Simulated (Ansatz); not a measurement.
# C: the cost of one run

All numbers are computed with Ansatz 0.2.0, driven from Python. Level of theory: DFT PBEsol, plane waves, PAW.

## (1) Starting point

Symmetry: C2/m, No. 12, monoclinic system. The conventional cell has a = 4.255 Å, b = 2.457 Å, c = 3.765 Å, α = 90.00°, β = 111.49°, γ = 90.00°. Around C (site symmetry m) lie 3 C at 1.42 Å.

No structure file is read: the coordinates are typed or built in the script.

## (2) The script

c_strain.py

```python
"""Energy of C under shear strain, ions carried with the cell."""

import ansatz as az
import matplotlib.pyplot as plt
import numpy as np

FUNCTIONAL = "pbesol"
CUTOFF_EV = 450
KMESH = (16, 16, 10)

vectors0 = np.array([
    [2.12732031, -1.22828244, 0.0],
    [2.12732031, 1.22828244, 0.0],
    [-1.37906963, 0.0, 3.50283008],
])
sites = [
    ("C", [0.83335553, 0.83335553, 9.304e-05]),
    ("C", [0.16664447, 0.16664447, 0.99990696]),
]


def crystal_on(cell):
    crystal = az.Crystal(lattice=az.Lattice.of(cell))
    for symbol, position in sites:
        crystal = crystal.atom(symbol, position)
    return crystal


def main() -> None:
    # clamped ions: the fractional positions stay as typed
    values = np.linspace(-0.02, 0.02, 7)
    energies = []
    for d in values:
        strain = np.array([[0, d / 2, 0], [d / 2, 0, 0], [0, 0, 0]])
        cell = vectors0 @ (np.eye(3) + strain)
        base = (
            crystal_on(cell).calculation()
            .occupations(az.OccupationsMethod.FERMI_DIRAC, width=150 * az.meV)
            .functional(FUNCTIONAL)
            .basis(CUTOFF_EV)
            .kpoints(*KMESH)
            .stress()
        )
        report = base.run(threads=1).report
        energies.append(report["free_energy_ev"] / len(sites))
        s = report["stress_gpa"]
        print(f"d = {d:+.4f}  stress xx yy zz xy (GPa, compression positive): {s[0][0]:8.3f} {s[1][1]:8.3f} {s[2][2]:8.3f} {s[0][1]:8.3f}")
    energies = np.array(energies)

    for value, e in zip(values, energies):
        print(f"strain {value:7.3f}   E - Emin = {1000 * (e - energies.min()):9.3f} meV/atom")
    plt.figure(figsize=(4.5, 3))
    plt.plot(values, 1000 * (energies - energies.min()), "o-")
    plt.xlabel("strain")
    plt.ylabel("meV/atom")
    plt.tight_layout()
    plt.savefig("strain.png", dpi=100)
    curvature = 2 * np.polyfit(values, energies, 3)[1]
    volume = abs(np.linalg.det(vectors0)) / len(sites)
    print(f"d2E/dd2 over the volume: {curvature / volume * 160.21766:.1f} GPa")


if __name__ == "__main__":
    main()
```

## (3) The calls as engine input

The package turns the script's settings into the engine's input (first run):

```yaml
crystal:
  lattice:
    - [2.1396031344, -1.2495556431000001, 0.0]
    - [2.1150374856, 1.2070092369, 0.0]
    - [-1.37906963, 0.0137906963, 3.50283008]
  atoms:
    - { symbol: C, position: [0.83335553, 0.83335553, 9.304e-05] }
    - { symbol: C, position: [0.16664447, 0.16664447, 0.99990696] }
basis:
  ecutwfc: 450.0
kpoints:
  mp_grid:
    grid: [16, 16, 10]
hamiltonian:
  xc: pbesol
scf:
  occupations:
    method: fermi_dirac
    width: 0.15
output:
  stress: true
```

## (4) Running it

Run with:

```
python c_strain.py
```

**Question.** How long does this script take on 1 thread of Arm Neoverse V1, shared host, and how much memory does it need?

About 88 s, with a peak of 0.59 GiB.
